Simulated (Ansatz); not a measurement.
Input and command of a plane-wave DFT calculation in Ansatz:

```yaml
crystal:
  lattice:
    - [0.0, -1.7834, -1.7834]
    - [-1.7834, 0.0, -1.7834]
    - [1.7834, 1.7834, -3.5668]
  atoms:
    - { symbol: C, position: [0.7362650756, 0.7362650756, 0.749999944] }
    - { symbol: C, position: [0.2637349244, 0.2637349244, 0.250000056] }
    - { symbol: C, position: [0.3612650756, 0.3612650756, 0.874999944] }
    - { symbol: C, position: [0.8887349244, 0.8887349244, 0.375000056] }
basis:
  ecutwfc: 420
kpoints:
  mp_grid: { grid: [12, 12, 10] }
hamiltonian:
  xc: pbe
scf:
  occupations: { method: gaussian, width: 0.05 }
output:
  forces: true
  stress: true
  eigenvalues: true
```

```bash
ansatz run input.yaml --threads 2 --pin off --max-ram 5120MiB --backend cpu --events-out ev --progress --plain --runs-dir out
```

Processor: Intel(R) Xeon(R) Platinum 8488C (Sapphire Rapids), 2 threads, on a host shared with other jobs.

How long does it run, and how much memory does it take?

About 3 s on 2 threads of Intel(R) Xeon(R) Platinum 8488C (Sapphire Rapids) (shared host), peak memory 0.42 GiB. It solves 12 bands at 398 k points (the mesh reduced by symmetry) with about 457 plane waves, in 6 SCF iterations.
